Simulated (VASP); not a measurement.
Here is a VASP 6.6.1 calculation.

The input POSCAR:

```
Pb
1.0
    0.0000000000      2.4750200000      2.4750200000
    2.4750200000      0.0000000000      2.4750200000
    2.4750200000      2.4750200000      0.0000000000
Pb
1
Direct
    0.0000000000      0.0000000000      0.0000000000
```

Contents of INCAR.step1:

```
SYSTEM = Pb
PREC = Accurate
ENCUT = 600
EDIFF = 1E-6
ISMEAR = -1
SIGMA = 0.05
LREAL = .FALSE.
LASPH = .TRUE.
NELM = 60
ALGO = Normal
ISIF = 2
LWAVE = .FALSE.
LCHARG = .TRUE.
GGA = PE
NBANDS = 14
```

KPOINTS.step1

```
Automatic mesh
0
G
  9 9 9
  0 0 0
```

Contents of INCAR.step2:

```
SYSTEM = Pb
PREC = Accurate
ENCUT = 600
EDIFF = 1E-6
ISMEAR = 0
SIGMA = 0.05
LREAL = .FALSE.
LASPH = .TRUE.
NELM = 60
ALGO = Normal
ISIF = 2
LWAVE = .FALSE.
LCHARG = .FALSE.
GGA = PE
NBANDS = 14
ICHARG = 11
```

KPOINTS.step2

```
path GXWKGLUWLK,UX
10
line-mode
reciprocal
 0.0000000000  0.0000000000  0.0000000000  G
 0.5000000000  0.0000000000  0.5000000000  X

 0.5000000000  0.0000000000  0.5000000000  X
 0.5000000000  0.2500000000  0.7500000000  W

 0.5000000000  0.2500000000  0.7500000000  W
 0.3750000000  0.3750000000  0.7500000000  K

 0.3750000000  0.3750000000  0.7500000000  K
 0.0000000000  0.0000000000  0.0000000000  G

 0.0000000000  0.0000000000  0.0000000000  G
 0.5000000000  0.5000000000  0.5000000000  L

 0.5000000000  0.5000000000  0.5000000000  L
 0.6250000000  0.2500000000  0.6250000000  U

 0.6250000000  0.2500000000  0.6250000000  U
 0.5000000000  0.2500000000  0.7500000000  W

 0.5000000000  0.2500000000  0.7500000000  W
 0.5000000000  0.5000000000  0.5000000000  L

 0.5000000000  0.5000000000  0.5000000000  L
 0.3750000000  0.3750000000  0.7500000000  K

 0.6250000000  0.2500000000  0.6250000000  U
 0.5000000000  0.0000000000  0.5000000000  X
```

Potentials or basis: VASP PAW PBE potentials, release 64 (Pb_d_GW).

The run is started by

```sh
$ cat potpaw_PBE.64/Pb_d_GW/POTCAR > POTCAR
$ cp INCAR.step1 INCAR
$ cp KPOINTS.step1 KPOINTS
$ mpirun -np 1 vasp_std > vasp.out
$ cp INCAR.step2 INCAR
$ cp KPOINTS.step2 KPOINTS
$ mpirun -np 1 vasp_std > vasp.out
```

Task: Predict the band gap along the path.

Result: None (metal or under the smearing width).

Levels at the corners of the path, in eV from the Fermi level:
```tsv
point	band 6	band 7	band 8	band 9	band 10	band 11
Γ	-16.75	-11.62	7.55	7.55	7.55	9.89
X	-16.58	-6.58	-3.13	2.19	2.19	5.53
X	-16.58	-6.58	-3.13	2.19	2.19	5.53
W	-16.58	-6.48	-1.23	-1.23	0.41	11.00
W	-16.58	-6.48	-1.23	-1.23	0.41	11.00
K	-16.62	-6.67	-2.14	-1.08	3.12	6.62
K	-16.62	-6.67	-2.14	-1.08	3.12	6.62
Γ	-16.75	-11.62	7.55	7.55	7.55	9.89
Γ	-16.75	-11.62	7.55	7.55	7.55	9.89
L	-16.62	-7.99	-4.07	5.72	5.72	9.37
L	-16.62	-7.99	-4.07	5.72	5.72	9.37
U	-16.62	-6.67	-2.14	-1.08	3.12	6.62
U	-16.62	-6.67	-2.14	-1.08	3.12	6.62
W	-16.58	-6.48	-1.23	-1.23	0.41	11.00
W	-16.58	-6.48	-1.23	-1.23	0.41	11.00
L	-16.62	-7.99	-4.07	5.72	5.72	9.37
L	-16.62	-7.99	-4.07	5.72	5.72	9.37
K	-16.62	-6.67	-2.14	-1.08	3.12	6.62
U	-16.62	-6.67	-2.14	-1.08	3.12	6.62
X	-16.58	-6.58	-3.13	2.19	2.19	5.53
```

Caveat: the log is that of the step along the path at fixed density, whose energy, stress, charges and moments have no meaning; spin-orbit coupling is left out, which moves the levels of the heavy elements.
